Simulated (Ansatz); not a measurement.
This is a one-shot G0W0 calculation with Ansatz on CdS in the zincblende structure; the level of theory is G0W0@PBE with 350 empty bands, a screening cutoff of 210 eV and a 4×4×4 mesh. The geometry is the r2SCAN minimum.

Input (YAML):
```yaml
crystal:
  lattice:
    - [0.0, 2.939214842, 2.939214842]
    - [2.939214842, 0.0, 2.939214842]
    - [2.939214842, 2.939214842, 0.0]
  atoms:
    - { symbol: Cd, position: [0.0, 0.0, 0.0] }
    - { symbol: S, position: [0.25, 0.25, 0.25] }
kpoints:
  mp_grid: { grid: [4, 4, 4] }
hamiltonian:
  xc: pbe
scf:
  occupations: { method: fixed }
gw:
  n_empty_bands: 350
  ecut_chi: 210
  qp_bands: [v2, c2]
  qp_kpoints: band_edges
  screening: { model: contour_deformation }
```

Command: `ansatz run input.yaml --threads 2 --pin off --max-ram 3686MiB --backend cpu --events-out ev --progress --plain --runs-dir out`. Wall time 76 s on 2 threads of Intel(R) Xeon(R) Platinum 8488C (Sapphire Rapids), on a shared host; peak host memory 0.76 GiB.

The log, with set-up remarks and timings taken out:
```
Functional definition: PBE
Crystal: 2 atoms, lattice volume = 50.784 Å³
Basis set: ecut = 420 eV, 965 PW (Γ)
Bands: 17, of which v1, the nominal top of the filled ones, is band 13 counted from 1 (12 counted from 0)
Symmetry: 24 space group operations
Space group: F-43m (ITA 216)
k-points: 8 of 64 (time reversal used)
SCF 1 converged in 6 iterations: F = -9157.791189 eV  dr2 = 1.50e-8
SCF converged after 6 iterations
Free energy (F): -9157.791189 eV
Fermi energy:    6.607818 eV
--- Band table (eV; the first three rows and the last of 8) ---
  k-point 0: bands = […, -1.0539, -0.6070, -0.6070, 6.6078, 6.6078, 6.6078, 7.6917, 13.1227, 13.1227, 13.1227]
  k-point 1: bands = […, -0.8145, -0.6028, -0.6028, 4.1670, 6.2284, 6.2284, 9.3271, 12.8464, 13.6130, 13.6130]
  k-point 2: bands = […, -0.5717, -0.5717, -0.2453, 2.3428, 5.8885, 5.8885, 9.5731, 13.5857, 13.5857, 13.9919]
  k-point 7: bands = […, -0.6432, -0.5987, -0.0111, 2.8133, 4.4425, 4.4999, 11.9233, 12.0312, 13.7715, 14.6368]
--- G₀W₀: contour deformation, 8 samples at zero and on the imaginary axis and 3 off it, 64 q-points, 350 empty bands' worth ---
    ik  band        ε_KS         Σx   Σc(E_QP)       V_xc       Z   E_QP_lin       E_QP  E_QP is
     0    12      6.6078   -20.8451     2.2209   -17.9212  0.7203     5.8654     5.9049  root
     0    13      6.6078   -20.8451     2.2209   -17.9212  0.7203     5.8654     5.9049  root
     0    14      7.6917    -8.4076    -3.9374   -12.3333  0.7584     7.6800     7.6800  root
     0    15     13.1227    -6.3652    -4.6313   -11.2218  0.7436    13.3508    13.3480  root
     1    12      6.2284   -20.2510     2.3080   -17.2145  0.7182     5.4555     5.5000  root
     1    13      6.2284   -20.2510     2.3080   -17.2145  0.7182     5.4555     5.5000  root
     1    14      9.3271    -8.6138    -4.1320   -12.8259  0.7499     9.4074     9.4071  root
     1    15     12.8464    -6.8901    -4.6114   -11.6178  0.7362    12.9633    12.9626  root
     2    12      5.8885   -19.7245     2.4001   -16.5737  0.7155     5.0885     5.1379  root
     2    13      5.8885   -19.7245     2.4001   -16.5737  0.7155     5.0885     5.1379  root
     2    14      9.5731    -8.0062    -4.2436   -12.3801  0.7553     9.7043     9.7035  root
     2    15     13.5857    -6.4980    -4.6280   -11.3256  0.7354    13.7874    13.7853  root
     3    12      5.6307   -19.3826     2.4519   -16.1702  0.7141     4.8180     4.8703  root
     3    13      5.6307   -19.3826     2.4519   -16.1702  0.7141     4.8180     4.8703  root
     3    14     10.1386    -8.8587    -4.1666   -13.0969  0.7423    10.2104    10.2101  root
     3    15     11.4204    -6.7303    -4.3400   -11.2270  0.7540    11.5784    11.5772  root
     6    12      4.8077   -18.1526     2.6834   -14.6711  0.7043     3.9466     4.0096  root
     6    13      4.8077   -18.1526     2.6834   -14.6711  0.7043     3.9466     4.0096  root
     6    14     10.1889    -6.2844    -3.7937   -10.0189  0.7650    10.1299    10.1297  root
     6    15     10.9197    -8.7023    -4.3716   -13.3018  0.7473    11.1501    11.1475  root
     7    12      4.4425   -16.9823     2.6501   -13.5313  0.7017     3.5758     3.6416  root
     7    13      4.4999   -18.8394     2.8781   -15.1473  0.7027     3.6171     3.6859  root
     7    14     11.9233    -9.7550    -5.0045   -15.1199  0.7219    12.2917    12.2838  root
     7    15     12.0312    -7.1785    -4.1089   -11.3091  0.7460    12.0529    12.0529  root
```

The rows of the band table are 0: (0, 0, 0) = Γ, 1: (0, 0, 1/4), 2: (0, 0, -1/2), 7: (1/4, -1/2, -1/4).

The points are ik 0 = (0, 0, 0) (Γ), ik 1 = (0, 0, 1/4), ik 2 = (0, 0, -1/2), ik 3 = (0, 1/4, 1/4), ik 6 = (0, -1/2, -1/2), ik 7 = (1/4, -1/2, -1/4); band 13 is the last filled one.

G0W0 moves the gap on the mesh from 1.08 eV (PBE) to 1.78 eV (direct at Γ). Renormalisation factors Z lie between 0.70 and 0.76. The G0W0 figures hold for the stated bands, cutoff and mesh and aren't extrapolated.

Calculated for a static, non-magnetic cell.

The runs are scalar-relativistic, without spin-orbit coupling.

With a shallow d shell on the cation, G0W0 converges slowly in bands and cutoff, so these values are in doubt.
